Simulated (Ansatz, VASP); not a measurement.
# ZnO: VASP beside Ansatz, part 2 of 3

Wanted: the spread between two codes on one cell, functional and k mesh. The cell is the relaxed one of a volume series.

VASP 6.6.1 and Ansatz 0.2.0.

So far: Set-up; Ansatz: zone-centre phonons, LDA.

## Step 3: VASP: zone-centre phonons, LDA

Level of this step: LDA; plane waves and PAW (Zn, O) (VASP).

The same cell, functional (in two slightly different forms) and mesh now go to VASP, with its own data sets and cutoff.

Lines of VASP's logs that name or quote its potential files are left out, and so is its time.

File INCAR:

```
SYSTEM = ZnO
PREC = Accurate
ENCUT = 560
EDIFF = 1E-08
NELM = 100
ISMEAR = 0
SIGMA = 0.03
LREAL = .FALSE.
ALGO = Normal
GGA = CA
NBANDS = 24
LORBIT = 11
LWAVE = .FALSE.
LCHARG = .FALSE.
KPAR = 8
IBRION = 8
LEPSILON = .TRUE.
LPEAD = .TRUE.
ISIF = 2
```

File POSCAR:

```
ZnO
1.0
    3.1952499398      0.0000000000      0.0000000000
   -1.5976249699      2.7671676168      0.0000000000
    0.0000000000      0.0000000000      5.1650795749
Zn O
2 2
Direct
    0.3333333300      0.6666666700      0.5002788034
    0.6666666700      0.3333333300      0.0002788034
    0.6666666700      0.3333333300      0.3787311966
    0.3333333300      0.6666666700      0.8787311966
```

File KPOINTS:

```
Automatic mesh
0
Gamma
14 14 8
0 0 0
```

PAW data sets: Zn and O (LDA family, release 64).

Run with:

```bash
$ mpirun -np 8 vasp_std
```

Log:

```text
[banner, memory and clock lines left out]
running    8 mpi-ranks, on    1 nodes
 distrk:  each k-point on    1 cores,    8 groups
 distr:  one band on    1 cores,    1 groups

 POSCAR found type information on POSCAR ZnO
 POSCAR found :  2 types and       4 ions
|                                                                             |
|           W    W    AA    RRRRR   N    N  II  N    N   GGGG   !!!           |
|           W    W   A  A   R    R  NN   N  II  NN   N  G    G  !!!           |
|           W    W  A    A  R    R  N N  N  II  N N  N  G       !!!           |
|           W WW W  AAAAAA  RRRRR   N  N N  II  N  N N  G  GGG   !            |
|           WW  WW  A    A  R   R   N   NN  II  N   NN  G    G                |
|           W    W  A    A  R    R  N    N  II  N    N   GGGG   !!!           |
|                                                                             |
|     For optimal performance we recommend to set                             |
|       NCORE = 2 up to number-of-cores-per-socket                            |
|     NCORE specifies how many cores store one orbital (NPAR=cpu/NCORE).      |
|     This setting can greatly improve the performance of VASP for DFT.       |
|     The default, NCORE=1 might be grossly inefficient on modern             |
|     multi-core architectures or massively parallel machines. Do your        |
|     Unfortunately you need to use the default for GW and RPA                |
|     calculations (for HF NCORE is supported but not extensively tested      |
|     yet).                                                                   |
|                                                                             |

 LDA part: xc-table for (Slater(with rela. corr.)+CA(PZ))
 , standard interpolation
 POSCAR, INCAR and KPOINTS ok, starting setup
 FFT: planning ... GRIDC
 FFT: planning ... GRID_SOFT
 FFT: planning ... GRID
 WAVECAR not read
 entering main loop
       N       E                     dE             d eps       ncg     rms          rms(c)
DAV:   1     0.286977940523E+03    0.28698E+03   -0.19499E+04  5848   0.233E+03
DAV:   2     0.387898168978E+01   -0.28310E+03   -0.26928E+03  6240   0.441E+02
DAV:   3    -0.237923412789E+02   -0.27671E+02   -0.27455E+02  6552   0.143E+02
DAV:   4    -0.242310286851E+02   -0.43869E+00   -0.43840E+00  6640   0.189E+01
DAV:   5    -0.242337168696E+02   -0.26882E-02   -0.26881E-02  6624   0.142E+00    0.154E+01
DAV:   6    -0.210857133493E+02    0.31480E+01   -0.82707E+00  9944   0.659E+01    0.989E+00
DAV:   7    -0.212220011380E+02   -0.13629E+00   -0.25093E+00  5928   0.176E+01    0.577E+00
DAV:   8    -0.212113964789E+02    0.10605E-01   -0.65512E-01  7808   0.754E+00    0.168E+00
DAV:   9    -0.211582666363E+02    0.53130E-01   -0.12717E-01  8752   0.709E+00    0.333E-01
DAV:  10    -0.211606297731E+02   -0.23631E-02   -0.40665E-02  5864   0.145E+00    0.104E-01
DAV:  11    -0.211605271678E+02    0.10261E-03   -0.67169E-04  6944   0.233E-01    0.235E-02
DAV:  12    -0.211605296983E+02   -0.25306E-05   -0.44864E-05  6480   0.168E-01    0.923E-03
DAV:  13    -0.211605315361E+02   -0.18378E-05   -0.67598E-06  9104   0.758E-02    0.122E-02
DAV:  14    -0.211605293232E+02    0.22129E-05   -0.38687E-06  7704   0.202E-02    0.317E-03
DAV:  15    -0.211605292813E+02    0.41884E-07   -0.95441E-07  6072   0.799E-03    0.106E-03
DAV:  16    -0.211605292752E+02    0.61154E-08   -0.68577E-09  4536   0.123E-03
   1 F= -.21160529E+02 E0= -.21160529E+02  d E =-.628578E-15
 Linear response reoptimize wavefunctions to high precision
DAV:   1    -0.211605292595E+02    0.15656E-07   -0.63518E-08  8736   0.284E-03
DAV:   2    -0.211605292602E+02   -0.66939E-09   -0.65081E-09  4808   0.711E-04
DAV:   3    -0.211605292602E+02    0.00000E+00   -0.41618E-11  3064   0.548E-05
 Linear response to external field (no local field effect), progress :
  Direction:   1
       N       E                     dE             d eps       ncg     rms          rms(c)
RMM:   1    -0.406943656677E+00   -0.40694E+00   -0.16302E+00  5924   0.486E+00
RMM:   2    -0.469160005891E+00   -0.62216E-01   -0.16129E-02  5991   0.120E+00
RMM:   3    -0.470970289512E+00   -0.18103E-02   -0.17498E-03  6056   0.199E-01
RMM:   4    -0.470989735444E+00   -0.19446E-04   -0.48178E-05  6446   0.324E-02
RMM:   5    -0.470990479683E+00   -0.74424E-06   -0.34369E-06  6464   0.564E-03
RMM:   6    -0.470990475946E+00    0.37375E-08   -0.28376E-07  5732   0.119E-03
RMM:   7    -0.470990473358E+00    0.25882E-08   -0.14520E-08  1862   0.263E-04
 change of polarisation eV/A/(eV/A) component  1 :     0.942    -0.304    -0.131
 dielectric tensor                  component  1 :     4.732    -1.203    -0.520
 Linear response to external field (no local field effect), progress :
  Direction:   2
[...]
RMM:   5    -0.524849899344E+00   -0.77721E-03   -0.16767E-04 32824   0.976E-02    0.128E-02
RMM:   6    -0.525232885440E+00   -0.38299E-03   -0.19702E-05 35995   0.222E-02    0.443E-03
RMM:   7    -0.525239730209E+00   -0.68448E-05   -0.28044E-06 36816   0.616E-03    0.855E-04
RMM:   8    -0.525263016690E+00   -0.23286E-04   -0.13314E-08 36846   0.127E-03    0.310E-04
RMM:   9    -0.525263718876E+00   -0.70219E-06    0.12300E-07 31948   0.301E-04    0.354E-05
[...]
dielectric tensor                  component  3 :    -0.512    -0.401     5.051
 Linear response DOF=           4
 Linear response progress:
  Degree of freedom:   1/  4
       N       E                     dE             d eps       ncg     rms          rms(c)
RMM:   1    -0.210877924753E+00   -0.21088E+00    0.29858E-02 68521   0.258E+00
RMM:   2    -0.209082365264E+00    0.17956E-02   -0.40209E-03 55874   0.621E-01    0.216E-01
RMM:   3    -0.208830527955E+00    0.25184E-03   -0.18145E-04 66090   0.100E-01    0.128E-01
RMM:   4    -0.208403757076E+00    0.42677E-03   -0.14699E-05 63809   0.353E-02    0.376E-03
RMM:   5    -0.208391208922E+00    0.12548E-04   -0.92126E-07 68820   0.645E-03    0.130E-03
RMM:   6    -0.208388415186E+00    0.27937E-05    0.47618E-07 63758   0.185E-03    0.270E-04
RMM:   7    -0.208387999360E+00    0.41583E-06    0.80263E-07 68983   0.426E-04    0.786E-05
RMM:   8    -0.208387610142E+00    0.38922E-06    0.24810E-07 65144   0.116E-04    0.189E-05
RMM:   9    -0.208387620322E+00   -0.10180E-07    0.32827E-08 68721   0.423E-05    0.846E-06
RMM:  10    -0.208387591151E+00    0.29171E-07    0.22588E-08 69038   0.279E-05    0.182E-06
RMM:  11    -0.208387576470E+00    0.14682E-07    0.45527E-09 67573   0.213E-05    0.470E-07
RMM:  12    -0.208387603817E+00   -0.27348E-07    0.14868E-09 57333   0.197E-05    0.137E-07
RMM:  13    -0.208387536817E+00    0.67000E-07    0.77938E-10 46102   0.194E-05    0.309E-08
 first order change of Fermi-energy  -0.17524E-05
 force on displaced ion       1 direction 1 :  -8.379   0.000  -0.000
 Born effective charge ion    1 direction 1 :   2.074  -0.000  -0.000
 Linear response progress:
  Degree of freedom:   2/  4
       N       E                     dE             d eps       ncg     rms          rms(c)
RMM:   1    -0.222315035801E+00   -0.22232E+00    0.30899E-02 14635   0.266E+00
RMM:   2    -0.218337376867E+00    0.39777E-02   -0.41202E-03 11834   0.684E-01    0.210E-01
RMM:   3    -0.217964700358E+00    0.37268E-03   -0.38230E-04 13359   0.132E-01    0.127E-01
RMM:   4    -0.217484677838E+00    0.48002E-03   -0.28060E-04 13819   0.920E-02    0.325E-02
RMM:   5    -0.217381451498E+00    0.10323E-03    0.52184E-06 12738   0.234E-02    0.549E-03
RMM:   6    -0.217388846394E+00   -0.73949E-05   -0.21834E-06 14717   0.705E-03    0.261E-03
RMM:   7    -0.217392251536E+00   -0.34051E-05    0.50093E-06 13093   0.332E-03    0.768E-04
RMM:   8    -0.217393309881E+00   -0.10583E-05   -0.14069E-06 14514   0.104E-03    0.208E-04
RMM:   9    -0.217393230652E+00    0.79228E-07   -0.30645E-07 14249   0.318E-04    0.602E-05
RMM:  10    -0.217393467291E+00   -0.23664E-06    0.15200E-07 13510   0.118E-04    0.157E-05
RMM:  11    -0.217393358059E+00    0.10923E-06   -0.10360E-07 14706   0.562E-05    0.331E-06
RMM:  12    -0.217393351693E+00    0.63666E-08   -0.26012E-08 14391   0.273E-05    0.127E-06
 first order change of Fermi-energy   0.28518E+00
 force on displaced ion       1 direction 3 :   0.000  -0.000 -12.332
 Born effective charge ion    1 direction 3 :   0.000   0.000   2.129
 Linear response progress:
  Degree of freedom:   3/  4
       N       E                     dE             d eps       ncg     rms          rms(c)
RMM:   1    -0.359664627089E+00   -0.35966E+00    0.56216E-01 84085   0.422E+00
RMM:   2    -0.350758280052E+00    0.89063E-02   -0.10686E-02 54182   0.110E+00    0.234E-01
RMM:   3    -0.351960001865E+00   -0.12017E-02   -0.98471E-04 63391   0.243E-01    0.130E-01
RMM:   4    -0.353289243609E+00   -0.13292E-02   -0.30710E-04 55307   0.111E-01    0.170E-02
RMM:   5    -0.353290620416E+00   -0.13768E-05   -0.14655E-05 67374   0.267E-02    0.362E-03
RMM:   6    -0.353207244302E+00    0.83376E-04   -0.96234E-07 56443   0.678E-03    0.981E-04
RMM:   7    -0.353205942727E+00    0.13016E-05   -0.23176E-07 67654   0.189E-03    0.354E-04
RMM:   8    -0.353203945497E+00    0.19972E-05   -0.23496E-07 67012   0.390E-04    0.694E-05
RMM:   9    -0.353202754106E+00    0.11914E-05    0.38562E-08 59915   0.112E-04    0.207E-05
RMM:  10    -0.353203136352E+00   -0.38225E-06   -0.41908E-08 60028   0.632E-05    0.490E-06
RMM:  11    -0.353203275794E+00   -0.13944E-06    0.47666E-08 67777   0.355E-05    0.321E-06
RMM:  12    -0.353203264133E+00    0.11661E-07    0.54185E-09 63716   0.245E-05    0.686E-07
RMM:  13    -0.353203296968E+00   -0.32835E-07    0.17503E-09 57847   0.212E-05    0.225E-07
RMM:  14    -0.353203233234E+00    0.63734E-07    0.39307E-09 51975   0.208E-05    0.682E-08
 first order change of Fermi-energy  -0.22981E-04
 force on displaced ion       3 direction 1 :  -9.084  -0.000   0.000
 Born effective charge ion    3 direction 1 :  -2.074   0.000   0.000
 Linear response progress:
  Degree of freedom:   4/  4
       N       E                     dE             d eps       ncg     rms          rms(c)
RMM:   1    -0.379127656092E+00   -0.37913E+00    0.56648E-01 17893   0.416E+00
RMM:   2    -0.369406746097E+00    0.97209E-02   -0.10588E-02 11359   0.111E+00    0.330E-01
RMM:   3    -0.370421794110E+00   -0.10150E-02   -0.13195E-03 12300   0.277E-01    0.167E-01
RMM:   4    -0.371517909551E+00   -0.10961E-02   -0.41671E-04 11728   0.131E-01    0.391E-02
RMM:   5    -0.371644898302E+00   -0.12699E-03   -0.25675E-05 13997   0.318E-02    0.105E-02
RMM:   6    -0.371526280378E+00    0.11862E-03   -0.45525E-06 12418   0.173E-02    0.225E-03
RMM:   7    -0.371543614295E+00   -0.17334E-04   -0.68837E-07 13072   0.482E-03    0.693E-04
RMM:   8    -0.371549139172E+00   -0.55249E-05   -0.28567E-07 12848   0.171E-03    0.432E-04
RMM:   9    -0.371543579560E+00    0.55596E-05    0.24467E-08 12122   0.579E-04    0.567E-05
RMM:  10    -0.371543128111E+00    0.45145E-06    0.20611E-08 14247   0.179E-04    0.302E-05
RMM:  11    -0.371543482466E+00   -0.35436E-06   -0.13695E-08 12311   0.854E-05    0.819E-06
RMM:  12    -0.371543335643E+00    0.14682E-06   -0.90169E-09 13262   0.520E-05    0.388E-06
RMM:  13    -0.371543381411E+00   -0.45768E-07   -0.20979E-08 12906   0.424E-05    0.216E-06
RMM:  14    -0.371543364167E+00    0.17244E-07   -0.16145E-08 12992   0.386E-05    0.925E-07
RMM:  15    -0.371543409411E+00   -0.45245E-07   -0.16486E-08  9163   0.362E-05    0.204E-07
RMM:  16    -0.371543336575E+00    0.72836E-07   -0.16826E-08  8107   0.361E-05    0.781E-08
 first order change of Fermi-energy  -0.28524E+00
 force on displaced ion       3 direction 3 :   0.000   0.000 -12.621
 Born effective charge ion    3 direction 3 :   0.000  -0.000  -2.129
 Born effective charges drift removed
 Linear response finished
```

(Part 2 of 3 ends here.)

[Lines on the potential files, build, host, timing and source positions are cut from VASP's logs without a mark.]

[Logs are printed without paths, hosts, clocks, repeated set-up lines and the standing remarks that a program may print on its own settings, such as how far it seeks lower states.]

[Hosts, paths, dates, database ids (printed as entryN), source tags and the programs' standing remarks are cut or masked in the printed files.]
